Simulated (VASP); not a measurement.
ZnS in VASP 6.6.1, single-point calculation

INCAR

```
LREAL = .FALSE.
PREC = Accurate
NBANDS = 16
ISMEAR = -1
SIGMA = 0.02
IBRION = -1
GGA = PS
NSW = 0
LWAVE = .FALSE.
EDIFF = 1E-7
LCHARG = .FALSE.
LASPH = .TRUE.
NELM = 120
ENCUT = 520
ISIF = 2
```

KPOINTS

```
KPOINTS created by Atomic Simulation Environment
0
Gamma
8 8 8
0 0 0
```

POSCAR

```
Zn S
 1.0000000000000000
     0.0893056153000000    2.7025688719000001    2.7025688719000001
     2.7025688719000001    0.0893056153000000    2.7025688719000001
     2.7025688719000001    2.7025688719000001    0.0893056153000000
 Zn  S
   1   1
Cartesian
  0.0173784901519031  0.0173784901519031  0.0173784901519031
  1.3562323496230970  1.3562323496230970  1.3562323496230970
```

The recommended PBE PAW datasets give the neutral cell 18 valence electrons.

Command

```
mpirun -np 1 vasp_std
```

OSZICAR

```
N       E                     dE             d eps       ncg     rms          rms(c)
DAV:   1     0.880133922393E+02    0.88013E+02   -0.89825E+03  2088   0.137E+03
DAV:   2    -0.230612263373E+01   -0.90320E+02   -0.84619E+02  2336   0.260E+02
DAV:   3    -0.792062963833E+01   -0.56145E+01   -0.55911E+01  2648   0.634E+01
DAV:   4    -0.797849939123E+01   -0.57870E-01   -0.57858E-01  2400   0.667E+00
DAV:   5    -0.797915031933E+01   -0.65093E-03   -0.65092E-03  2736   0.690E-01    0.735E+00
DAV:   6    -0.758797261332E+01    0.39118E+00   -0.80371E-01  3000   0.334E+01    0.571E+00
DAV:   7    -0.756597394696E+01    0.21999E-01   -0.25167E-01  2664   0.512E+00    0.272E+00
DAV:   8    -0.756250125912E+01    0.34727E-02   -0.59185E-03  2856   0.109E+00    0.624E-01
DAV:   9    -0.756227500676E+01    0.22625E-03   -0.10768E-03  2688   0.273E-01    0.872E-02
DAV:  10    -0.756234794630E+01   -0.72940E-04   -0.16149E-04  2568   0.980E-02    0.309E-02
DAV:  11    -0.756234378538E+01    0.41609E-05   -0.27860E-05  2896   0.568E-02    0.459E-03
DAV:  12    -0.756234417270E+01   -0.38732E-06   -0.33141E-06  2704   0.127E-02    0.216E-03
DAV:  13    -0.756234415312E+01    0.19579E-07   -0.10079E-07  2160   0.268E-03
   1 F= -.75623442E+01 E0= -.75623442E+01  d E =-.774223E-12
```

Standard output (part)

```
POSCAR found type information on POSCAR ZnS
 POSCAR found :  2 types and       2 ions
 LDA part: xc-table for (Slater+PW92), standard interpolation
 POSCAR, INCAR and KPOINTS ok, starting setup
 WAVECAR not read
 entering main loop
```

From OUTCAR

```
k-points           NKPTS =     65   k-points in BZ     NKDIM =     65   number of bands    NBANDS=     16

   NELECT =      18.0000    total number of electrons

   dimension x,y,z NGX =    28 NGY =   28 NGZ =   28
   dimension x,y,z NGXF=    56 NGYF=   56 NGZF=   56

  energy-cutoff  :      520.00
  volume of cell :       37.52
      direct lattice vectors                 reciprocal lattice vectors
     0.089305615  2.702568872  2.702568872    -0.194441529  0.188221794  0.188221794
     2.702568872  0.089305615  2.702568872     0.188221794 -0.194441529  0.188221794
     2.702568872  2.702568872  0.089305615     0.188221794  0.188221794 -0.194441529

 k-points in reciprocal lattice and weights: KPOINTS created by Atomic Simulation Env
   0.00000000  0.00000000  0.00000000       0.002
   0.12500000  0.00000000  0.00000000       0.012
   0.25000000  0.00000000  0.00000000       0.012
   0.37500000  0.00000000  0.00000000       0.012
   0.50000000  0.00000000  0.00000000       0.006
   0.12500000  0.12500000 -0.00000000       0.012
   0.25000000  0.12500000 -0.00000000       0.023
   0.37500000  0.12500000  0.00000000       0.023
   ...

 E-fermi :   3.0465

 k-point     1 :       0.0000    0.0000    0.0000
  band No.  band energies     occupation
      1     -11.0175      2.00000
      2      -4.1202      2.00000
      3      -4.0712      2.00000
      4      -4.0712      2.00000
      5      -3.5329      2.00000
      6      -3.5329      2.00000
      7       2.2785      2.00000
      8       2.6010      2.00000
      9       2.6010      2.00000
     10       4.6293      0.00000
     11       8.3981      0.00000
     12       9.0141      0.00000
     13       9.0141      0.00000
     14      14.3026      0.00000
     15      14.3026      0.00000
     16      14.4314      0.00000

 k-point     2 :       0.1250    0.0000    0.0000
  band No.  band energies     occupation
      1     -10.8839      2.00000
      2      -4.1038      2.00000
      3      -4.0680      2.00000
      4      -4.0498      2.00000
      5      -3.5371      2.00000
      6      -3.5336      2.00000
      7       1.3869      2.00000
      8       2.1573      2.00000
      9       2.4327      2.00000
     10       5.4205      0.00000
     11       8.7347      0.00000
     12       8.8771      0.00000
     13       9.2635      0.00000
     14      13.5100      0.00000
     15      13.7097      0.00000
     16      15.2054      0.00000

 k-point     3 :       0.2500    0.0000    0.0000
  band No.  band energies     occupation
      1     -10.5324      2.00000
      2      -4.0689      2.00000
      3      -4.0152      2.00000
      4      -4.0049      2.00000
      5      -3.5380      2.00000
      6      -3.5252      2.00000
      7      -0.4244      2.00000
      8       1.7917      2.00000
      9       2.0708      2.00000
     10       5.8766      0.00000
     11       9.1120      0.00000
     12       9.5404      0.00000
     13       9.6392      0.00000
     14      13.1387      0.00000
     15      13.6653      0.00000
     16      14.5387      0.00000

 ...

  Total        0.4957694      0.4957694      0.4957694     -0.3924201     -0.3924201     -0.3924201
  in kB       21.1689987     21.1689987     21.1689987    -16.7560573    -16.7560573    -16.7560573
  external PRESSURE =      21.1689987 kB  Pullay stress =       0.0000000 kB

 POSITION                                       TOTAL-FORCE (eV/Angst)
 -----------------------------------------------------------------------------------
      0.01738      0.01738      0.01738        -0.002438     -0.002438     -0.002438
      1.35623      1.35623      1.35623         0.002438      0.002438      0.002438
 -----------------------------------------------------------------------------------
    total drift:                               -0.000024     -0.000024     -0.000023

  FREE ENERGIE OF THE ION-ELECTRON SYSTEM (eV)
  ---------------------------------------------------
  free  energy   TOTEN  =        -7.5623441531 eV

  energy  without entropy=       -7.5623441531  energy(sigma->0) =       -7.56234415
```

It converged. Results: gap between bands v and c on the k mesh 2.03 eV; least direct gap on the k mesh 2.03 eV; pressure 2.1 GPa. Band v is the last that the valence electrons fill when counted band by band, and c is the next.

For comparison, a separate PBE run of the intended cell, on usual settings and not on those above, gives a gap of 2.17 eV on its mesh and a pressure of 6.0 GPa.

The run above took about 39 s on one core of a shared host (Intel Xeon Platinum 8488C) and held 0.18 GiB at most.
